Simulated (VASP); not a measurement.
A convergence study with VASP on BaSnO3 (cubic perovskite): one setting is varied, all else stays as given below, so the limit is that of these other settings. Each run relaxes cell and ions; the cell shown is the tightest run's result. The basis is that of the starting cell, so low cut-offs carry a Pulay error.

```yaml
crystal:
  lattice:
    - [4.18650, 0.00000, 0.00000]
    - [0.00000, 4.18650, 0.00000]
    - [0.00000, 0.00000, 4.18650]
  atoms:
    - { symbol: Ba, position: [0.00000, 0.00000, 0.00000] }
    - { symbol: Sn, position: [0.50000, 0.50000, 0.50000] }
    - { symbol: O, position: [0.50000, 0.00000, 0.50000] }
    - { symbol: O, position: [0.00000, 0.50000, 0.50000] }
    - { symbol: O, position: [0.50000, 0.50000, 0.00000] }
```

Calculation: PBE GGA, VASP's PBE PAW potentials (set 64) (plane waves; VASP). The tightest run used: 800 eV cut-off, 4×4×4 Γ-centred mesh, Gaussian smearing of 0.050 eV, potentials Ba_sv Sn_d O.

The reference is ENCUT = 800, which took about 2 core-minutes. The timings are rough (shared machines, no repeats); factors under 2 mean little.

Question: Of the settings ENCUT = 250; ENCUT = 300; ENCUT = 350; ENCUT = 400; ENCUT = 450; ENCUT = 500; ENCUT = 550; ENCUT = 600; ENCUT = 650; ENCUT = 700; ENCUT = 750; ENCUT = 800, which is the lowest that keeps the difference from the reference in relaxed volume (Å³/atom) within 0.1 from there on, and what does it cost?

Answer: ENCUT = 500; its cost over the reference is about 1/4.
```json
[
 {"setting": "ENCUT = 250", "difference in relaxed volume (Å³/atom)": "2.929", "cost over the reference": "within a factor of 2"},
 {"setting": "ENCUT = 300", "difference in relaxed volume (Å³/atom)": "1.900", "cost over the reference": "about 1/4"},
 {"setting": "ENCUT = 350", "difference in relaxed volume (Å³/atom)": "1.027", "cost over the reference": "about 1/4"},
 {"setting": "ENCUT = 400", "difference in relaxed volume (Å³/atom)": "0.453", "cost over the reference": "about 1/5"},
 {"setting": "ENCUT = 450", "difference in relaxed volume (Å³/atom)": "0.138", "cost over the reference": "about 1/4"},
 {"setting": "ENCUT = 500", "difference in relaxed volume (Å³/atom)": "0.002", "cost over the reference": "about 1/4"},
 {"setting": "ENCUT = 550", "difference in relaxed volume (Å³/atom)": "0.006", "cost over the reference": "within a factor of 2"},
 {"setting": "ENCUT = 600", "difference in relaxed volume (Å³/atom)": "0.005", "cost over the reference": "about 1/3"},
 {"setting": "ENCUT = 650", "difference in relaxed volume (Å³/atom)": "0.005", "cost over the reference": "about 1/3"},
 {"setting": "ENCUT = 700", "difference in relaxed volume (Å³/atom)": "0.005", "cost over the reference": "about 1/3"},
 {"setting": "ENCUT = 750", "difference in relaxed volume (Å³/atom)": "0.002", "cost over the reference": "within a factor of 2"},
 {"setting": "ENCUT = 800", "difference in relaxed volume (Å³/atom)": "0.000", "cost over the reference": "reference"}
]
```

Left out are rungs that failed or repeat a setting and relaxations that didn't move; long series are thinned to 24 rows.

The compound is BaSnO3 in the cubic perovskite structure.
